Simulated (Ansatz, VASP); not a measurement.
Given: the input of a run of Ansatz 0.2.0 on Te2Mo. 

input.yaml

```yaml
crystal:
  lattice:
    - [3.5182, 0.0, 0.0]
    - [-1.7591, 3.0468505756, 0.0]
    - [0.0, 0.0, 13.9736]
  atoms:
    - { symbol: Te, position: [0.6666666667, 0.3333333333, 0.379] }
    - { symbol: Te, position: [0.3333333333, 0.6666666667, 0.879] }
    - { symbol: Te, position: [0.6666666667, 0.3333333333, 0.121] }
    - { symbol: Te, position: [0.3333333333, 0.6666666667, 0.621] }
    - { symbol: Mo, position: [0.6666666667, 0.3333333333, 0.75] }
    - { symbol: Mo, position: [0.3333333333, 0.6666666667, 0.25] }
hamiltonian:
  xc: pbesol
  pseudopotentials: { kind: paw }
  dispersion: d3bj
kpoints:
  mp_grid: { grid: [9, 9, 2] }
scf:
  occupations: { method: fermi_dirac, width: 0.05 }
output:
  forces: true
  stress: true
  eigenvalues: true
  write_density: true
  write_potential: true
  elf: true
  volumetric_format: npy
relax:
  f_tol: 0.01
  max_steps: 40
  cell: { stress_tol: 0.05 }
```

Potentials or basis: Ansatz PAW.

Launch:

```sh
$ ansatz run input.yaml --threads 1 --pin off --max-ram 3584MiB --backend cpu --events-out ev --progress --plain --runs-dir out
```

Question: Translate it to VASP 6.6.1. Potentials or basis there: PBE PAW files Mo_sv, Te, 600 eV.

Answer: As run (cutoffs and basis follow the program's own potentials, and thresholds, step limits or extra output files can differ):

File INCAR:

```
SYSTEM = Te2Mo
ALGO = Fast ; EDIFF = 1E-6
EDIFFG = -0.02 ; ENCUT = 600
GGA = PS ; IBRION = 2
ISIF = 3 ; ISMEAR = -1
IVDW = 12 ; LASPH = .TRUE.
LCHARG = .FALSE. ; LREAL = .FALSE.
LWAVE = .FALSE. ; NELM = 100
NSW = 40 ; PREC = Accurate
SIGMA = 0.05
```

Contents of KPOINTS:

```
k-points
0
G
  9 9 2
  0 0 0
```

File POSCAR:

```
Te2Mo
1.0
    3.5182000000      0.0000000000      0.0000000000
   -1.7591000000      3.0468505756      0.0000000000
    0.0000000000      0.0000000000     13.9736000000
Te Mo
4 2
Direct
    0.6666666667      0.3333333333      0.3790000000
    0.3333333333      0.6666666667      0.8790000000
    0.6666666667      0.3333333333      0.1210000000
    0.3333333333      0.6666666667      0.6210000000
    0.6666666667      0.3333333333      0.7500000000
    0.3333333333      0.6666666667      0.2500000000
```

Potentials or basis: VASP PAW PBE potentials, release 64 (Te, Mo_sv).

The run is started by

```sh
$ cat potpaw_PBE.64/Te/POTCAR potpaw_PBE.64/Mo_sv/POTCAR > POTCAR
$ mpirun -np 1 vasp_std > vasp.out
```

Both were run:

|  | Ansatz | VASP |
| --- | --- | --- |
| Relaxed volume | 22.70 Å³/atom | 22.71 Å³/atom |
| Relaxed cell | a = 3.434 Å, b = 3.434 Å, c = 13.336 Å, α = 90.00°, β = 90.00°, γ = 120.00° | a = 3.436 Å, b = 3.436 Å, c = 13.331 Å, α = 90.00°, β = 90.00°, γ = 120.00° |
| Space group after relaxing | P6_3/mmc (No. 194) | P6_3/mmc (No. 194) |
| Pressure after relaxing | 0.0 GPa | 0.0 GPa |

Ansatz's pressure holds a Pulay term of +0.03 GPa for its cutoff of 420 eV, which the other run lacks.

The potentials hold 92 and 52 valence electrons a cell.

Ansatz's potentials were made for PBE. VASP's potentials were made for PBE.

Where Ansatz's input types no cutoff or centring, it takes its own default and a Γ-centred mesh.

Pressure is positive in compression.
